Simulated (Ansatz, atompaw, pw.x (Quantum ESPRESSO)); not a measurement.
# From atom to crystal: PAW (atompaw) potential for boron

* Element: boron
* Generator: atompaw 4.2.0.5
* Type: PAW
* Functional: PBE
* Relativity: scalar-relativistic
* Frozen core: [He]
* Valence charge: 3
* Reference configuration: 2s2 2p1
* Partial waves: 2s (bound): rc 2.44 bohr; 2s channel at 4.15 Ry: rc 2.44 bohr; 2p (bound): rc 2.44 bohr; 2p channel at 3 Ry: rc 2.44 bohr; 3d channel at 0.25 Ry: rc 2.44 bohr; 3d channel at 0.7 Ry: rc 2.44 bohr
* Local potential: bessel scheme, radius 2.40 bohr
* Core correction: smooth core density matched at 2.10 bohr
* Augmentation charge: sinc compensation charge, radius 2.10 bohr; PAW radius 2.44 bohr; waves and projectors: custom rrkj vanderbiltortho

Atomic tests: cutoffs needed: 10 Ry and 12 Ry (the cutoffs (Ry, on a coarse ladder) from which the occupation-weighted sum of valence levels, in a spherical-Bessel basis at the reference potential, stays within 10 and 1 mRy of its value at 400 Ry); ghost test: no extra level below or beside the all-electron valence levels (s, p, d, f tested) (spherical-Bessel basis up to 400 Ry, 20 bohr box); lowest eigenvalue of the overlap operator: 0.60 (s channel).

Crystal test: bcc B in pw.x 7.5, no spin, 18³ k-points, Fermi–Dirac smearing 0.01 Ry, cutoffs 40/400 Ry. The lattice is a test structure that the element need not adopt, and mesh and smearing are coarse.

pw.x input:

```
&control
  calculation='scf', prefix='x', pseudo_dir='./', outdir='./tmp', tstress=.true., disk_io='none'
/
&system
  ibrav=0, nat=1, ntyp=1, ecutwfc=40, ecutrho=400, nbnd=8,
  occupations='smearing', smearing='fd', degauss=0.01
/
&electrons
  conv_thr=1e-09, mixing_beta=0.4, electron_maxstep=70
/
ATOMIC_SPECIES
B 1.0 B.UPF
CELL_PARAMETERS angstrom
  -1.15592406 1.15592406 1.15592406
  1.15592406 -1.15592406 1.15592406
  1.15592406 1.15592406 -1.15592406
ATOMIC_POSITIONS crystal
B 0.0000 0.0000 0.0000
K_POINTS automatic
18 18 18 0 0 0
```

```bash
pw.x < B.scf.in > B.scf.out
```

How does the run end?

It converges; the pressure is 18.59 GPa against -1.02 GPa from all-electron LAPW. The largest radius (2.44 bohr) exceeds half the bond length (1.89 bohr), so the spheres overlap, which is one possible source of error among others. This is a poor potential for the solid. The log shows:

```
     lattice parameter (alat)  =       3.7835  a.u.
     unit-cell volume          =      41.6912 (a.u.)^3
     number of electrons       =         3.00
     number of Kohn-Sham states=            8
     kinetic-energy cutoff     =      40.0000  Ry
     charge density cutoff     =     400.0000  Ry
     scf convergence threshold =      1.0E-09
     Exchange-correlation= SLA PW PBX PBC
     number of k points=   195  Fermi-Dirac smearing, width (Ry)=  0.0100
     iteration #  1     ecut=    40.00 Ry     beta= 0.40
     total energy              =     -11.30702797 Ry
     estimated scf accuracy    <       0.00316679 Ry
     iteration #  2     ecut=    40.00 Ry     beta= 0.40
     total energy              =     -11.30360860 Ry
     estimated scf accuracy    <       0.00108474 Ry
     iteration #  3     ecut=    40.00 Ry     beta= 0.40
     total energy              =     -11.30367488 Ry
     estimated scf accuracy    <       0.00000118 Ry
     iteration #  4     ecut=    40.00 Ry     beta= 0.40
     total energy              =     -11.30367431 Ry
     estimated scf accuracy    <       0.00000051 Ry
     iteration #  5     ecut=    40.00 Ry     beta= 0.40
     total energy              =     -11.30367440 Ry
     estimated scf accuracy    <       0.00000002 Ry
     iteration #  6     ecut=    40.00 Ry     beta= 0.40
     the Fermi energy is    13.7360 ev
!    total energy              =     -11.30367440 Ry
     estimated scf accuracy    <          5.3E-10 Ry
     smearing contrib. (-TS)   =      -0.00101322 Ry
     The total energy is F=E-TS. E is the sum of the following terms:
     one-electron contribution =       4.28270598 Ry
     hartree contribution      =       0.01659556 Ry
     xc contribution           =      -2.16146313 Ry
     ewald contribution        =      -7.49711649 Ry
     one-center paw contrib.   =      -5.94338309 Ry
     convergence has been achieved in   6 iterations
          total   stress  (Ry/bohr**3)                   (kbar)     P=      185.93
     Message from routine punch:
     Nothing written, as per user request (disk_io='none')
```
